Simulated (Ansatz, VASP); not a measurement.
One calculation of GaP, two programs

```
Ga P
1.0
     0.00000    2.72525    2.72525
     2.72525    0.00000    2.72525
     2.72525    2.72525    0.00000
Ga P
1 1
Direct
  0.00000 0.00000 0.00000
  0.75000 0.75000 0.75000
```

Alike in both runs: task relaxation of cell and atoms; functional revPBE; dispersion D4; k mesh 8 × 8 × 8; occupations fermi-dirac, width 0.05 eV; no spin polarisation.

```csv
,VASP,Ansatz
version,VASP 6.6.1,Ansatz 0.2.0
potentials or method,"VASP PAW PBE potentials, release 64 (Ga_d, P)",Ansatz PAW
plane-wave cutoff (eV),600,420
valence electrons in the cell,18,18
```

|  | VASP | Ansatz | Ansatz less VASP |
| --- | --- | --- | --- |
| relaxed volume (Å³/atom) | 19.70 | 19.73 | +0.020 |
| relaxed cell length with the largest relative difference (Å) | 3.820 | 3.821 | +0.0013 |
| energy change over the relaxation (meV/atom) | -4 | -3 | +0.4 |

Caveats: the PAW data sets were made with another functional, which shifts forces and pressure a little (VASP); the plane-wave basis is chosen anew once the cell has moved, so the energies of steps on either side of that aren't comparable (Ansatz); the PAW data sets come from PBE, with cores solved anew for the run's functional, which leaves a small shift of forces and pressure (Ansatz). A k mesh can miss the band edges.
